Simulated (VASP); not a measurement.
Runs of VASP 6.6.1 on BaTiO3. Symmetry: P4mm, No. 99, tetragonal system. Conventional cell: a = 4.000 Å, b = 4.000 Å, c = 4.018 Å, α = 90.00°, β = 90.00°, γ = 90.00°. Around Ba (site symmetry 4mm) lie 12 O at 2.79 to 2.88 Å. Ti (site symmetry 4mm) has 6 O at 1.89 to 2.13 Å as nearest neighbours. Around O (site symmetry 2mm) lie 2 Ti at 2.00 Å. O (site symmetry 4mm) is surrounded by 2 Ti at 1.89 to 2.13 Å. 

| task | level | cell | cutoff (eV) | smearing | gap on the mesh (eV) | pressure (GPa) | relaxed volume (Å³/atom) | largest force (eV/Å) |
| --- | --- | --- | --- | --- | --- | --- | --- | --- |
| relaxation of cell and atoms | PBE+D4 | relaxed | 600 | fermi-dirac 0.05 eV | 1.90 | 0.0 | (a) | 0.01 |
| relaxation of cell and atoms | PBE+D3(BJ) | relaxed | 600 | fermi-dirac 0.05 eV | 1.90 | 0.0 | 13.06 | 0.01 |
| relaxation of cell and atoms | PBE+D3 | relaxed | 600 | fermi-dirac 0.05 eV | 1.89 | 0.0 | 13.16 | 0.01 |
| relaxation of cell and atoms | PBE+rVV10 | relaxed | 600 | fermi-dirac 0.05 eV | 1.87 | 0.0 | 13.21 | - |
| single point | PBE | as given | 520 | gaussian 0.014 eV | 1.87 | 4.2 | - | (b) |

Alike in all rows: potentials or basis VASP PAW PBE potentials, release 64 (Ba_sv, Ti_sv, O); no spin polarisation; k mesh 7 × 7 × 7.

**Question.** Estimate the missing entries.

**Answer.** (a) 13.14; (b) 0.27.

Caveats: spin-orbit coupling is left out, which moves the levels of the heavy elements; an odd mesh through Γ misses points on the zone boundary, where band edges often lie.

A k mesh can miss the band edges, and the runs leave out spin-orbit coupling on Ba.
